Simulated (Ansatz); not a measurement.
**MgO: the gap against volume**

MgO, Fm-3m, a = 4.254 Å. Ansatz: PBE, PAW, 420 eV, Γ-centred 10×10×10 mesh on 2 atoms, Gaussian smearing 0.02 eV; no spin polarisation. Symmetry fixes shape and atoms, so the cell is only scaled; x = ln(V/V0) with V0 = 9.621 Å³/atom. The gap is read at the mesh points alone.

```
      x gap y (eV)
-0.0619           ?
-0.0305       4.752
 0.0000       4.461
 0.0296       4.192
 0.0583       3.939
```

Question: Fit a straight line to the other rows, give the volume deformation potential of the gap and its pressure coefficient, and predict the missing gap. B0 = 149.0 GPa.

Answer: Means x = 0.01435, y = 4.3360; Σ(Δx)² = 0.004382, ΣΔxΔy = -0.04010; the slope is their ratio. y = 4.4673 − 9.1509 x. The slope is the deformation potential a = dE_g/d ln V = -9.15 eV, and dE_g/dP = −a/B0 = 61.4 meV/GPa. At x = -0.0619 the fit asked for gives 5.034 eV. The run gave 5.064 eV, so the fit is 0.030 eV too low, 2.7 % of the span of the series, against an rms of 0.005 eV on the fitted rows. The row lies outside the fitted range. With a term in x² added, a fit to the same known rows predicts 5.062 eV, so most of the miss is curvature that the known rows already hold.

Semilocal functionals give gaps under the measured ones; changes of the gap mostly carry over better.